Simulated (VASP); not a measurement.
# CdS (F-43m) in VASP: notebook

The runs below take CdS through single point, with PBE.

Everything below comes from runs of VASP 6.6.1. Logs are shortened: lines on timing, memory, paths and dates and some standing lists are left out, and cuts for length are marked.

## Step 1: The structure

It takes space group F-43m (No. 216, cubic). Conventional cell: a = 5.833 Å, b = 5.833 Å, c = 5.833 Å, α = 90.00°, β = 90.00°, γ = 90.00°. Cd (site symmetry -43m) is surrounded by 4 S at 2.53 Å. S (site symmetry -43m) has 4 Cd at 2.53 Å as nearest neighbours.

## Step 2: Single point, PBE

Input file INCAR:

```
SYSTEM = CdS
PREC     = Accurate       ! precision mode
ENCUT    = 450            ! plane-wave cutoff, eV
EDIFF    = 1E-7           ! SCF threshold, eV
ISMEAR   = 0              ! smearing method
SIGMA    = 0.02           ! smearing width, eV
LREAL    = .FALSE.        ! projectors in reciprocal space
LASPH    = .TRUE.         ! aspherical terms in the spheres
NELM     = 60             ! most SCF steps
ALGO     = Fast           ! electronic algorithm
ISIF     = 2              ! what is computed and relaxed
LWAVE    = .FALSE.        ! write WAVECAR
LCHARG   = .FALSE.        ! write CHGCAR
GGA      = PE             ! functional
NBANDS   = 16             ! bands
```

Input file KPOINTS:

```
Automatic mesh
0
G
  8 8 8
  0 0 0
```

Input file POSCAR:

```
CdS
1.0
    0.0000000000      2.9165000000      2.9165000000
    2.9165000000      0.0000000000      2.9165000000
    2.9165000000      2.9165000000      0.0000000000
Cd S
1 1
Direct
    0.0000000000      0.0000000000      0.0000000000
    0.2500000000      0.2500000000      0.2500000000
```

Potentials or basis: VASP PAW PBE potentials, release 64 (Cd, S).

Run with:

```bash
$ cat potpaw_PBE.64/Cd/POTCAR potpaw_PBE.64/S/POTCAR > POTCAR
$ mpirun -np 1 vasp_std > vasp.out
```

OUTCAR:

```text
SYSTEM = CdS
   PREC = Accurate
   ENCUT = 450
   EDIFF = 1E-7
   ISMEAR = 0
   LREAL = .FALSE.
   LASPH = .TRUE.
   NELM = 60
   ISIF = 2
   GGA = PE

 ion  position               nearest neighbor table
   1  0.000  0.000  0.000-   2 2.53   2 2.53   2 2.53   2 2.53
   2  0.250  0.250  0.250-   1 2.53   1 2.53   1 2.53   1 2.53

  LATTYP: Found a face centered cubic cell.
 ALAT       =     5.8330000000

  Lattice vectors:

 A1 = (   0.0000000000,   2.9165000000,   2.9165000000)
 A2 = (   2.9165000000,   0.0000000000,   2.9165000000)
 A3 = (   2.9165000000,   2.9165000000,   0.0000000000)

Analysis of symmetry for initial positions (statically):
=====================================================================
 Subroutine PRICEL returns:
 Original cell was already a primitive cell.

 Routine SETGRP: Setting up the symmetry group for a
 face centered cubic supercell.

 Subroutine GETGRP returns: Found 24 space group operations
 (whereof 24 operations were pure point group operations)
 out of a pool of 48 trial point group operations.

The static configuration has the point symmetry T_d .

Analysis of symmetry for dynamics (positions and initial velocities):
=====================================================================
 Subroutine PRICEL returns:
 Original cell was already a primitive cell.

 Routine SETGRP: Setting up the symmetry group for a
 face centered cubic supercell.

 Subroutine GETGRP returns: Found 24 space group operations
 (whereof 24 operations were pure point group operations)
 out of a pool of 48 trial point group operations.

The dynamic configuration has the point symmetry T_d .

 Subroutine INISYM returns: Found 24 space group operations
 (whereof 24 operations are pure point group operations),
 and found     1 'primitive' translations

----------------------------------------------------------------------------------------

                                     Primitive cell

  volume of cell :      49.6153

  direct lattice vectors                    reciprocal lattice vectors
     0.000000000  2.916500000  2.916500000    -0.171438368  0.171438368  0.171438368
     2.916500000  0.000000000  2.916500000     0.171438368 -0.171438368  0.171438368
     2.916500000  2.916500000  0.000000000     0.171438368  0.171438368 -0.171438368

  length of vectors
     4.124553855  4.124553855  4.124553855     0.296939964  0.296939964  0.296939964

  position of ions in fractional coordinates (direct lattice)
     0.000000000  0.000000000  0.000000000
     0.250000000  0.250000000  0.250000000

  ion indices of the primitive-cell ions
   primitive index   ion index
                 1           1
                 2           2

----------------------------------------------------------------------------------------

 KPOINTS: Automatic mesh

Automatic generation of k-mesh.
 Grid dimensions read from file:
 generate k-points for:    8    8    8

 Generating k-lattice:

  Cartesian coordinates                     Fractional coordinates (reciprocal lattice)
    -0.021429796  0.021429796  0.021429796     0.125000000  0.000000000  0.000000000
     0.021429796 -0.021429796  0.021429796     0.000000000  0.125000000  0.000000000
     0.021429796  0.021429796 -0.021429796     0.000000000  0.000000000  0.125000000

  Length of vectors
     0.037117495  0.037117495  0.037117495

  Shift w.r.t. Gamma in fractional coordinates (k-lattice)
     0.000000000  0.000000000  0.000000000

 Subroutine IBZKPT returns following result:
 ===========================================

 Found     29 irreducible k-points:

 Following reciprocal coordinates:
            Coordinates               Weight
  0.000000  0.000000  0.000000      1.000000
  0.125000  0.000000  0.000000      8.000000
  0.250000  0.000000  0.000000      8.000000
  0.375000  0.000000  0.000000      8.000000
  0.500000  0.000000  0.000000      4.000000
  0.125000  0.125000  0.000000      6.000000
[... 16 lines left out ...]
  0.500000  0.250000  0.125000     48.000000
 -0.375000  0.250000  0.125000     24.000000
 [... further k-points ...]
   k-points           NKPTS =     29   k-points in BZ     NKDIM =     29   number of bands    NBANDS=     16
   number of dos      NEDOS =    301   number of ions     NIONS =      2
   total plane-waves  NPLWV =  27000
   dimension x,y,z NGX =    30 NGY =   30 NGZ =   30
   dimension x,y,z NGXF=    60 NGYF=   60 NGZF=   60
   ions per type =               1   1
   NGX,Y,Z   is equivalent  to a cutoff of  12.09, 12.09, 12.09 a.u.
   NGXF,Y,Z  is equivalent  to a cutoff of  24.18, 24.18, 24.18 a.u.
 SYSTEM =  CdS
   PREC   = accura    normal or accurate (medium, high low for compatibility)
   ISTART =      0    job   : 0-new  1-cont  2-samecut
   ICHARG =      2    charge: 1-file 2-atom 10-const
   ISPIN  =      1    spin polarized calculation?
   LNONCOLLINEAR =      F non collinear calculations
   LSORBIT =      F    spin-orbit coupling
   LASPH  =      T    aspherical Exc in radial PAW
   ENCUT  =  450.0 eV  33.07 Ry    5.75 a.u.   7.13  7.13  7.13*2*pi/ulx,y,z
   NELM   =     60;   NELMIN=  2; NELMDL= -5     # of ELM steps
   EDIFF  = 0.1E-06   stopping-criterion for ELM
   LREAL  =      F    real-space projection
   EDIFFG = 0.1E-05   stopping-criterion for IOM
   NSW    =      0    number of steps for IOM
   IBRION =     -1    ionic relax: 0-MD 1-quasi-New 2-CG
   NFREE  =      0    steps in history (QN), initial steepest desc. (CG)
   ISIF   =      2    stress and relaxation
   ISYM   =      2    0-nonsym 1-usesym 2-fastsym
   POTIM  = 0.5000    time-step for ionic-motion
   TEBEG  =    0.0;   TEEND  =   0.0 temperature during run
   PSTRESS=    0.0 pullay stress
   NELECT =      18.0000    total number of electrons
   NUPDOWN=      -1.0000    fix difference up-down
   EMIN   =  10.00;   EMAX   =-10.00  energy-range for DOS
   EFERMI =   0.00;   METHOD = LEGACY
   ISMEAR =     0;   SIGMA  =   0.02  broadening in eV -4-tet -1-fermi 0-gaus
   EFERMI_NEDOS =   21; number of points for ismear=-14 and -15
   IALGO  =     68    algorithm
   IMIX   =      4    mixing-type and parameters
     AMIX     =   0.40;   BMIX     =  1.00
     AMIX_MAG =   1.60;   BMIX_MAG =  1.00
  volume/ion in A,a.u.               =      24.81       167.41
  Fermi-wavevector in a.u.,A,eV,Ry     =   1.167599  2.206442 18.548649  1.363287
  Thomas-Fermi vector in A             =   2.304097
   LORBIT       =      0    0 simple, 1 ext, 2 COOP (PROOUT), +10 PAW based schemes
   GGA     = PE    functional components
   LHFCALC =     F    Hartree Fock is set to
   AEXX    =    0.0000 exact exchange contribution
   IVDW    =     0    specifies the selected vdW correction
   LEPSILON=     F    determine dielectric tensor
   LRPA    =     F    only Hartree local field effects (RPA)
 non-spin polarized calculation
 RMM-DIIS sequential band-by-band and
 Gauss-broadening in eV      SIGMA  =   0.02
  energy-cutoff  :      450.00
  volume of cell :       49.62
 maximum number of plane-waves:      1090
 NGX is ok and might be reduce to    30
   NGX = 15   NGY = 15   NGZ = 15

 number of electron      18.0000003 magnetization

 Free energy of the ion-electron system (eV)
  ---------------------------------------------------
  ext. energy  EPLUGINS =         0.00000000
  ---------------------------------------------------
  free energy    TOTEN  =        -6.12027623 eV

  energy without entropy =       -6.12027623  energy(sigma->0) =       -6.12027623

 E-fermi :   1.4240     XC(G=0):  -9.1496

 val. band max:        1.3147766865   @ k =   0.0000   0.0000   0.0000
 cond. band min:       2.4639476829   @ k =   0.0000   0.0000   0.0000
 fundamental gap:      1.1491709964
 Fermi energy:         1.4239838675

 k-point     1 :       0.0000    0.0000    0.0000
  band No.  band energies     occupation
      1     -11.0555      2.00000
      2      -6.4137      2.00000
      3      -6.4137      2.00000
      4      -6.4137      2.00000
      5      -5.9338      2.00000
      6      -5.9338      2.00000
[... 8 lines left out ...]
     15      12.7950      0.00000
     16      12.7950      0.00000

 k-point     2 :       0.1250    0.0000    0.0000
  band No.  band energies     occupation
      1     -10.9934      2.00000
      2      -6.3912      2.00000
      3      -6.3912      2.00000
      4      -6.3599      2.00000
      5      -5.9348      2.00000
      6      -5.9348      2.00000
[... 8 lines left out ...]
     15      12.1975      0.00000
     16      13.3262      0.00000

 k-point     3 :       0.2500    0.0000    0.0000
  band No.  band energies     occupation
      1     -10.8427      2.00000
      2      -6.3424      2.00000
      3      -6.3424      2.00000
      4      -6.1672      2.00000
      5      -5.9296      2.00000
      6      -5.9296      2.00000
[... 8 lines left out ...]
     15      11.9620      0.00000
     16      12.6509      0.00000

 k-point     4 :       0.3750    0.0000    0.0000
  band No.  band energies     occupation
      1     -10.6920      2.00000
      2      -6.3048      2.00000
      3      -6.3048      2.00000
      4      -5.9095      2.00000
      5      -5.9095      2.00000
      6      -5.8118      2.00000
[... 8 lines left out ...]
     15      12.8191      0.00000
     16      12.8191      0.00000

 k-point     5 :       0.5000    0.0000    0.0000
  band No.  band energies     occupation
      1     -10.6301      2.00000
      2      -6.2933      2.00000
      3      -6.2933      2.00000
      4      -5.8960      2.00000
      5      -5.8960      2.00000
      6      -5.5538      2.00000
[... 8 lines left out ...]
     15      13.8651      0.00000
     16      13.8651      0.00000

 k-point     6 :       0.1250    0.1250    0.0000
  band No.  band energies     occupation
      1     -10.9728      2.00000
      2      -6.3704      2.00000
      3      -6.3696      2.00000
      4      -6.3696      2.00000
      5      -5.9499      2.00000
      6      -5.9210      2.00000
[... 8 lines left out ...]
     15      12.8958      0.00000
     16      13.9750      0.00000
[... 267 lines left out ...]
 k-point    21 :       0.5000    0.5000    0.0000
  band No.  band energies     occupation
      1     -10.4988      2.00000
      2      -6.2001      2.00000
      3      -6.0647      2.00000
      4      -6.0647      2.00000
      5      -5.8466      2.00000
      6      -5.4892      2.00000
[... 8 lines left out ...]
     15      13.6801      0.00000
     16      14.8130      0.00000

 k-point    22 :       0.3750    0.2500    0.1250
  band No.  band energies     occupation
      1     -10.7320      2.00000
      2      -6.2903      2.00000
      3      -6.2640      2.00000
      4      -6.1005      2.00000
      5      -5.9265      2.00000
      6      -5.8732      2.00000
[... 8 lines left out ...]
     15      13.3247      0.00000
     16      15.2078      0.00000

 k-point    23 :       0.5000    0.2500    0.1250
  band No.  band energies     occupation
      1     -10.6136      2.00000
      2      -6.2545      2.00000
      3      -6.2285      2.00000
      4      -6.0000      2.00000
      5      -5.9002      2.00000
      6      -5.6424      2.00000
[... 8 lines left out ...]
     15      14.1449      0.00000
     16      14.4111      0.00000

 k-point    24 :      -0.3750    0.2500    0.1250
  band No.  band energies     occupation
      1     -10.5654      2.00000
      2      -6.2497      2.00000
      3      -6.2115      2.00000
      4      -5.9596      2.00000
      5      -5.9071      2.00000
      6      -5.4397      2.00000
[... 8 lines left out ...]
     15      13.6171      0.00000
     16      14.4860      0.00000

 [... further k-points ...]

------------------------ aborting loop because EDIFF is reached ----------------------------------------

  FORCE on cell =-STRESS in cart. coord.  units (eV):
  Direction    XX          YY          ZZ          XY          YZ          ZX
  --------------------------------------------------------------------------------------
  -------------------------------------------------------------------------------------
  Total        0.9493393      0.9493393      0.9493393      0.0000000     -0.0000000      0.0000000
  in kB       30.6560440     30.6560440     30.6560440      0.0000000     -0.0000000      0.0000000
  external PRESSURE =      30.6560440 kB  Pullay stress =       0.0000000 kB

 VOLUME and BASIS-vectors are now :
 -----------------------------------------------------------------------------
  energy-cutoff  :      450.00
  volume of cell :       49.62
      direct lattice vectors                 reciprocal lattice vectors
     0.000000000  2.916500000  2.916500000    -0.171438368  0.171438368  0.171438368
     2.916500000  0.000000000  2.916500000     0.171438368 -0.171438368  0.171438368
     2.916500000  2.916500000  0.000000000     0.171438368  0.171438368 -0.171438368

 POSITION                                       TOTAL-FORCE (eV/Angst)
 -----------------------------------------------------------------------------------
      0.00000      0.00000      0.00000         0.000000      0.000000      0.000000
      1.45825      1.45825      1.45825        -0.000000     -0.000000     -0.000000
 -----------------------------------------------------------------------------------
    total drift:                               -0.000001     -0.000001     -0.000001

  FREE ENERGIE OF THE ION-ELECTRON SYSTEM (eV)
  ---------------------------------------------------
  free  energy   TOTEN  =        -6.1202762260 eV

  energy  without entropy=       -6.1202762260  energy(sigma->0) =       -6.12027623
```

It took 12 s on 1 thread of Intel Xeon Platinum 8559C (Emerald Rapids), shared host; peak memory 0.16 GiB.

Results:

* Free energy: -6.1203 eV
* Pressure: 3.1 GPa
* Band gap on the k mesh: 1.15 eV, direct

## Step 3: Single point, PBE

INCAR: that of step 2 with these lines changed.

```diff
@@ -2,3 +2,3 @@
 PREC     = Accurate       ! precision mode
-ENCUT    = 450            ! plane-wave cutoff, eV
+ENCUT    = 520            ! plane-wave cutoff, eV
 EDIFF    = 1E-7           ! SCF threshold, eV
```

KPOINTS is that of step 2.

POSCAR is that of step 2.

Potentials or basis: VASP PAW PBE potentials, release 64 (Cd, S).

Run with:

```bash
$ cat potpaw_PBE.64/Cd/POTCAR potpaw_PBE.64/S/POTCAR > POTCAR
$ mpirun -np 1 vasp_std > vasp.out
```

Wall time 11 s (1 thread of Intel Xeon Platinum 8559C (Emerald Rapids), shared host); peak memory 0.18 GiB.

Results (log left out):

```
Free energy            : -6.1213 eV
Pressure               : 3.2 GPa
Band gap on the k mesh : 1.15 eV, direct
```

Levels at points of the mesh, in eV from the valence-band top:
```csv
k point,band 5,band 6,band 7,band 8,band 9,band 10,band 11,band 12,band 13,band 14
"(0.00, 0.00, 0.00)",-7.25,-7.25,0.00,0.00,0.00,1.15,6.55,6.55,6.55,11.44
"(0.50, 0.00, 0.00)",-7.21,-6.87,-4.40,-0.75,-0.75,3.02,7.01,7.01,7.48,11.09
"(0.50, 0.50, 0.00)",-7.16,-6.80,-3.95,-1.88,-1.88,3.55,4.35,9.23,10.78,10.78
```
